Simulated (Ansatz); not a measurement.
Runs of Ansatz 0.2.0 on PbSe (Clausthalite). It takes space group Fm-3m (No. 225, cubic). Conventional cell: a = 6.121 Å, b = 6.121 Å, c = 6.121 Å, α = 90.00°, β = 90.00°, γ = 90.00°. Around Pb (site symmetry m-3m) lie 6 Se at 3.06 Å. Se (site symmetry m-3m) has 6 Pb at 3.06 Å as nearest neighbours. 

```tsv
task	level	cell	k mesh	cutoff (eV)	smearing	basis error allowed	mesh quality	gap on the mesh (eV)	pressure (GPa)
band structure	PBE	as given	8 × 8 × 8	188	fermi-dirac 0.05 eV	0.001 eV/atom	not flagged	0.29	2.4
single point	PBE	as given	8 × 8 × 8	188	gaussian 0.02 eV	0.001 eV/atom	not flagged	0.28	2.4
single point	PBE	as given	8 × 8 × 8	188	gaussian 0.1 eV	0.001 eV/atom	not flagged	0.28	2.4
single point	PBE	as given	8 × 8 × 8	188	gaussian 0.016 eV	0.001 eV/atom	not flagged	0.28	2.4
single point	PBE	as given	8 × 8 × 8	188	gaussian 0.024 eV	0.001 eV/atom	not flagged	0.28	2.4
single point	PBE	as given	8 × 8 × 8	188	gaussian 0.013 eV	0.001 eV/atom	not flagged	0.28	2.4
single point	PBE	as given	4 × 4 × 4	172	fermi-dirac 0.06 eV	0.002 eV/atom	coarse	-	(a)
relaxation of cell and atoms	PBE+D4	relaxed	8 × 8 × 8	-	fermi-dirac 0.05 eV	0.001 eV/atom	not flagged	-	0.0
```

Alike in all rows: potentials or basis all-electron LAPW, scalar-relativistic; no spin polarisation.

Question: Estimate the missing entries.

Answer: (a) 2.3.

Caveats: some runs use coarse meshes; spin-orbit coupling is left out, which as a rule narrows the gap of such compounds by several tenths of an eV (some runs).

A k mesh can miss the band edges, and the runs leave out spin-orbit coupling on Pb, Se.
